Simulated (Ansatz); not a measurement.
# Ir (Fm-3m) in Ansatz: a series of runs

Runs on Ir. Level: LDA. Tasks: single point, equation of state.

All numbers are computed with Ansatz 0.2.0; they aren't measurements. Logs are shortened: lines on timing, memory, paths and dates and some standing lists are left out, and cuts for length are marked.

## 1. Starting point

The structure is cubic, space group Fm-3m (No. 225). Conventional cell: a = 3.831 Å, b = 3.831 Å, c = 3.831 Å, α = 90.00°, β = 90.00°, γ = 90.00°. Around Ir (site symmetry m-3m) lie 12 Ir at 2.71 Å.

## 2. Single point, LDA, 13.22 Å³/atom (volume scaled by 0.94)

Input file input.yaml:

```yaml
crystal:
  lattice:
    - [0.0, 1.8764951499, 1.8764951499]
    - [1.8764951499, 0.0, 1.8764951499]
    - [1.8764951499, 1.8764951499, 0.0]
  atoms:
    - { symbol: Ir, position: [0.0, 0.0, 0.0] }
kpoints:
  mp_grid: { grid: [12, 12, 12] }
scf:
  occupations: { method: fermi_dirac, width: 0.05 }
hamiltonian:
  xc: lda
  pseudopotentials: { kind: all_electron, lapw: { basis_error: 0.001 } }
output:
  forces: true
  stress: true
  eigenvalues: true
```

Potentials or basis: all-electron LAPW, scalar-relativistic.

Launch:

```sh
$ ansatz run input.yaml --threads 1 --pin off --max-ram 3072MiB --backend cpu --events-out ev --progress --plain --runs-dir out
```

Output:

```text
Warning: RAYON_NUM_THREADS=1 ignored (pool sized by the plan → 1); use --threads N
LAPW: plane waves up to 8.859 Å⁻¹, error target 1.0e-3 eV per atom; small_component_spin mean_spin; Ir in spheres of 1.327 Å, 41 of its electrons in bands, Dirac shells [] (how accurate: hamiltonian.pseudopotentials.lapw.basis_error, Limitations)
Engine: ansatz 0.2.0, aarch64-unknown-linux-gnu
Pseudopotentials: kind: all_electron
Pseudopotential: Ir, LAPW, valence charge 41, lapw/all_electron/scalar/gaussian/Ir, Koelling and Harmon's equation, gaussian nucleus
Functional definition: SPW92
  exchange = slater_x
  correlation = pw_c
Crystal: 1 atoms, lattice volume = 13.215 Å³
Basis set: ecut = 299.0047017271105 eV, 169 PW (Γ), exchange–correlation at level 2
Bands: 25, of which v1, the nominal top of the filled ones, is band 21 counted from 1 (20 counted from 0)
Symmetry: 48 space group operations
Space group: Fm-3m (ITA 225), of the structure as read, at distance tolerance 2.4e-5 Å
k-points: 72 of 1728
Non-local potential: Ir, projectors of the file, none
Initial density: superposition of atomic densities (chi_scale 0.1, normalization cell)
Initial wavefunctions: plane waves of lowest kinetic energy (no species holds an atomic orbital)
Functional: x = slater, c = lda
iter 1 solved again at ethr=3.69e-5 eV; its pass at ethr=1.00e-1 eV (dr2=1.51e-2 eV) is discarded
SCF iter   1: F=—  HF=-484754.316140 eV  |F-HF|=—  |Δ(HF+E_count)|=         —  Δρ=1.81e-2  dr2=1.53e-2  ethr=3.69e-5  ⟨swp⟩=3.2  Hψ=11766  notcnv=0
preconditioner: auto → none  [metal: Δε(μ)=0.008 eV  Ē_g=15.038 eV  σ=0.050 eV  W_gap=0.04  n_scr=8 (ndim 8)  ℏωp=30.6 eV  f_vac=0.000  D(μ)=0.46/eV (n_scr^D=0)  sad-step TF]
SCF iter   2: F=—  HF=-484754.234373 eV  |F-HF|=—  |Δ(HF+E_count)|=   8.18e-2  Δρ=6.34e-3  dr2=2.43e-3  ethr=3.69e-5  ⟨swp⟩=2.5  Hψ=5534  notcnv=0
SCF iter   3: F=—  HF=-484754.230404 eV  |F-HF|=—  |Δ(HF+E_count)|=         —  Δρ=3.54e-3  dr2=7.22e-4  ethr=5.94e-6  ⟨swp⟩=2.0  Hψ=5197  notcnv=0
the basis was enlarged: its passes take 528.0 KiB over the memory plan, 1 of 1 planned eigensolver slots
SCF iter   4: F=—  HF=-484754.230188 eV  |F-HF|=—  |Δ(HF+E_count)|=   2.16e-4  Δρ=1.59e-3  dr2=1.44e-4  ethr=1.76e-6  ⟨swp⟩=2.0  Hψ=5197  notcnv=0
iter 5 solved again at ethr=1.70e-8 eV; its pass at ethr=3.51e-7 eV (dr2=6.98e-6 eV) is discarded
SCF iter   5: F=—  HF=-484754.230115 eV  |F-HF|=—  |Δ(HF+E_count)|=   7.30e-5  Δρ=3.48e-4  dr2=6.97e-6  ethr=1.70e-8  ⟨swp⟩=2.0  Hψ=8856  notcnv=0
SCF iter   6: F=—  HF=-484754.230113 eV  |F-HF|=—  |Δ(HF+E_count)|=   1.76e-6  Δρ=3.72e-5  dr2=7.82e-8  ethr=1.70e-8  ⟨swp⟩=2.0  Hψ=5197  notcnv=0
SCF iter   7: F=-484754.230113 eV  HF=-484754.230113 eV  |F-HF|=1.75e-10  |Δ(HF+E_count)|=   2.21e-9  Δρ=1.96e-6  dr2=1.98e-10  ethr=1.91e-10  ⟨swp⟩=2.0  Hψ=5198  notcnv=0
SCF 1 converged in 7 iterations: F = -484754.230113 eV  dr2 = 1.98e-10
SCF converged after 7 iterations
Free energy (F): -484754.230113 eV
Harris-Foulkes:  -484754.230113 eV  (|F-HF|=1.75e-10)
Internal energy: -484754.225950 eV  (E = F + TS)
E sigma→0 (E₀):  -484754.228032 eV
Entropy (-TS):   -0.004164 eV (-4.164 meV/atom)
Fermi energy:    34.407297 eV
--- Per-component energies (eV) ---
  E_band       = -2775.557020
  E_kinetic    = 548374.876007
  E_xc         = -9202.823521
  E_electrostatic = -1023926.278436  (all electrons and nuclei)
  E_smearing   = -0.004164  (= −TS)
  E_closure    = 0.000000  (closes the sum)
  E_atoms      = -484743.529354  (free atoms, spherical and without spin; not in F)
  Σ components = -484754.230113   (vs F -484754.230113, Δ=0.00e0)
  Basis errors (estimates in eV, not in F): energy 2.3e-4 per atom: plane waves 2.0e-4 (9.9e-5 summed), levels above the bands 1.0e-163, relativity 1.2e-8, radial functions 3.6e-5, core shells 8.2e-7; eigenvalues (radial functions only) 3.0e-6; not estimated: angular momenta, meshes, grids; target (lapw.basis_error) 1.0e-3; muffin-tin radii Ir 1.327 Å
--- Forces (eV/Å), atoms counted from 1 ---
  atom   1  Ir     0.00000000    -0.00000000     0.00000000
  max |Σ_I F_I| component: 5.34e-32 eV/Å
--- Stress (GPa, compression-positive) ---
       20.442292       0.000000      -0.000000
        0.000000      20.442292       0.000000
       -0.000000       0.000000      20.442292
  P = ⅓ Tr σ = 20.4423 GPa (204.423 kbar)
--- Band table (eV; the first three rows and the last of 72) ---
  k-point 0: bands = ["-250.9528", "-250.9528", "-250.9528", "-250.9139", "-250.9139", "-58.8029", "-23.1226", "-23.0795", "-23.0795", "-23.0795", "-23.0677", "-23.0677", "-23.0677", "-15.1289", "-15.1289", "-15.1289", "22.4800", "30.0274", "30.0274", "30.0274", "33.0494", "33.0494", "47.7866", "53.6349", "53.6349"]
  k-point 1: bands = ["-250.9528", "-250.9528", "-250.9528", "-250.9139", "-250.9139", "-58.7969", "-23.1221", "-23.0803", "-23.0803", "-23.0794", "-23.0678", "-23.0673", "-23.0673", "-15.1996", "-15.1384", "-15.1384", "22.8121", "29.8481", "30.1699", "30.1699", "32.9536", "32.9536", "48.3709", "52.3442", "54.2027"]
  k-point 2: bands = ["-250.9528", "-250.9528", "-250.9528", "-250.9139", "-250.9139", "-58.7803", "-23.1208", "-23.0825", "-23.0825", "-23.0793", "-23.0680", "-23.0662", "-23.0662", "-15.3903", "-15.1643", "-15.1643", "23.7129", "29.4961", "30.4603", "30.4603", "32.8554", "32.8554", "49.5463", "50.4846", "55.8075"]
  k-point 71: bands = ["-250.9528", "-250.9528", "-250.9527", "-250.9139", "-250.9139", "-58.6819", "-23.1126", "-23.0909", "-23.0909", "-23.0881", "-23.0633", "-23.0633", "-23.0627", "-15.7938", "-15.7938", "-15.5116", "27.4275", "28.9786", "28.9786", "32.3157", "36.0517", "43.0601", "43.8899", "43.8899", "48.4849"]
```

Run time: 15 s. Hardware: 1 thread of Arm Neoverse N1, shared host; peak memory 0.28 GiB.

Results:

| Property | Result |
| --- | --- |
| Free energy | -484754.2301 eV |
| Pressure | 20.4 GPa |
| Band gap on the k mesh | none (metal or under the smearing width) |

## 3. Single point, LDA, 13.50 Å³/atom (volume scaled by 0.96)

input.yaml: that of step 2 with these lines changed.

```diff
@@ -2,5 +2,5 @@
   lattice:
-    - [0.0, 1.8764951499, 1.8764951499]
-    - [1.8764951499, 0.0, 1.8764951499]
-    - [1.8764951499, 1.8764951499, 0.0]
+    - [0.0, 1.8897103398, 1.8897103398]
+    - [1.8897103398, 0.0, 1.8897103398]
+    - [1.8897103398, 1.8897103398, 0.0]
   atoms:
```

Potentials or basis: all-electron LAPW, scalar-relativistic.

Launch:

```sh
$ ansatz run input.yaml --threads 1 --pin off --max-ram 3072MiB --backend cpu --events-out ev --progress --plain --runs-dir out
```

Wall time 14 s (1 thread of Arm Neoverse N1, shared host); peak memory 0.29 GiB.

Results (log left out):

```
Free energy            : -484754.2569 eV
Pressure               : 10.3 GPa
Band gap on the k mesh : none (metal or under the smearing width)
```

## 4. Single point, LDA, 13.78 Å³/atom (volume scaled by 0.98)

input.yaml: that of step 3 with these lines changed.

```diff
@@ -2,5 +2,5 @@
   lattice:
-    - [0.0, 1.8897103398, 1.8897103398]
-    - [1.8897103398, 0.0, 1.8897103398]
-    - [1.8897103398, 1.8897103398, 0.0]
+    - [0.0, 1.9027432368, 1.9027432368]
+    - [1.9027432368, 0.0, 1.9027432368]
+    - [1.9027432368, 1.9027432368, 0.0]
   atoms:
```

Launch:

```sh
$ ansatz run input.yaml --threads 1 --pin off --max-ram 3072MiB --backend cpu --events-out ev --progress --plain --runs-dir out
```

Run time: 14 s. Hardware: 1 thread of Arm Neoverse N1, shared host; peak memory 0.28 GiB.

The run converged. Its results:

| Property | Result |
| --- | --- |
| Free energy | -484754.2670 eV |
| Pressure | 1.4 GPa |
| Band gap on the k mesh | none (metal or under the smearing width) |

## 5. Single point, LDA, 14.06 Å³/atom

input.yaml: that of step 4 with these lines changed.

```diff
@@ -2,5 +2,5 @@
   lattice:
-    - [0.0, 1.9027432368, 1.9027432368]
-    - [1.9027432368, 0.0, 1.9027432368]
-    - [1.9027432368, 1.9027432368, 0.0]
+    - [0.0, 1.9156, 1.9156]
+    - [1.9156, 0.0, 1.9156]
+    - [1.9156, 1.9156, 0.0]
   atoms:
```

Launch:

```sh
$ ansatz run input.yaml --threads 1 --pin off --max-ram 3072MiB --backend cpu --events-out ev --progress --plain --runs-dir out
```

Wall time 13 s (1 thread of Arm Neoverse N1, shared host); peak memory 0.28 GiB.

It converged, with:

* Free energy: -484754.2623 eV
* Pressure: -6.6 GPa
* Band gap on the k mesh: none (metal or under the smearing width)

## 6. Single point, LDA, 14.34 Å³/atom (volume scaled by 1.02)

input.yaml: that of step 5 with these lines changed.

```diff
@@ -2,5 +2,5 @@
   lattice:
-    - [0.0, 1.9156, 1.9156]
-    - [1.9156, 0.0, 1.9156]
-    - [1.9156, 1.9156, 0.0]
+    - [0.0, 1.9282864624, 1.9282864624]
+    - [1.9282864624, 0.0, 1.9282864624]
+    - [1.9282864624, 1.9282864624, 0.0]
   atoms:
```

Potentials or basis: all-electron LAPW, scalar-relativistic.

Launch:

```sh
$ ansatz run input.yaml --threads 1 --pin off --max-ram 3072MiB --backend cpu --events-out ev --progress --plain --runs-dir out
```

It took 14 s on 1 thread of Arm Neoverse N1, shared host; peak memory 0.28 GiB.

It converged, with:

```yaml
Free_energy: -484754.2445 eV
Pressure: -13.6 GPa
Band_gap_on_the_k_mesh: none (metal or under the smearing width)
```

## 7. Single point, LDA, 14.62 Å³/atom (volume scaled by 1.04)

input.yaml: that of step 6 with these lines changed.

```diff
@@ -2,5 +2,5 @@
   lattice:
-    - [0.0, 1.9282864624, 1.9282864624]
-    - [1.9282864624, 0.0, 1.9282864624]
-    - [1.9282864624, 1.9282864624, 0.0]
+    - [0.0, 1.940808154, 1.940808154]
+    - [1.940808154, 0.0, 1.940808154]
+    - [1.940808154, 1.940808154, 0.0]
   atoms:
```

Launch:

```sh
$ ansatz run input.yaml --threads 1 --pin off --max-ram 3072MiB --backend cpu --events-out ev --progress --plain --runs-dir out
```

Wall time 16 s (1 thread of Arm Neoverse N1, shared host); peak memory 0.29 GiB.

The run converged. Its results:

```
Free energy            : -484754.2151 eV
Pressure               : -19.8 GPa
Band gap on the k mesh : none (metal or under the smearing width)
```

## 8. Single point, LDA, 14.90 Å³/atom (volume scaled by 1.06)

input.yaml: that of step 7 with these lines changed.

```diff
@@ -2,5 +2,5 @@
   lattice:
-    - [0.0, 1.940808154, 1.940808154]
-    - [1.940808154, 0.0, 1.940808154]
-    - [1.940808154, 1.940808154, 0.0]
+    - [0.0, 1.9531703226, 1.9531703226]
+    - [1.9531703226, 0.0, 1.9531703226]
+    - [1.9531703226, 1.9531703226, 0.0]
   atoms:
```

Launch:

```sh
$ ansatz run input.yaml --threads 1 --pin off --max-ram 3072MiB --backend cpu --events-out ev --progress --plain --runs-dir out
```

Wall time 17 s (1 thread of Arm Neoverse N1, shared host); peak memory 0.29 GiB.

The run converged. Its results:

```
Free energy            : -484754.1754 eV
Pressure               : -25.3 GPa
Band gap on the k mesh : none (metal or under the smearing width)
```

## 9. Equation of state, LDA

Potentials or basis: all-electron LAPW, scalar-relativistic.

This step only gathers the single runs of the series.

Results:

- Equilibrium volume: 13.82 Å³/atom
- Bulk modulus: 406 GPa
- Pressure derivative of the bulk modulus: 5.0

Energy against volume, from the lowest point:
| volume (Å³/atom) | energy (meV/atom) |
| --- | --- |
| 13.215 | 36.89 |
| 13.496 | 10.08 |
| 13.778 | 0.00 |
| 14.059 | 4.72 |
| 14.340 | 22.55 |
| 14.621 | 51.95 |
| 14.902 | 91.57 |

Spin-orbit coupling is left out, which matters for the levels of Ir. LDA usually gives volumes a few per cent too small.
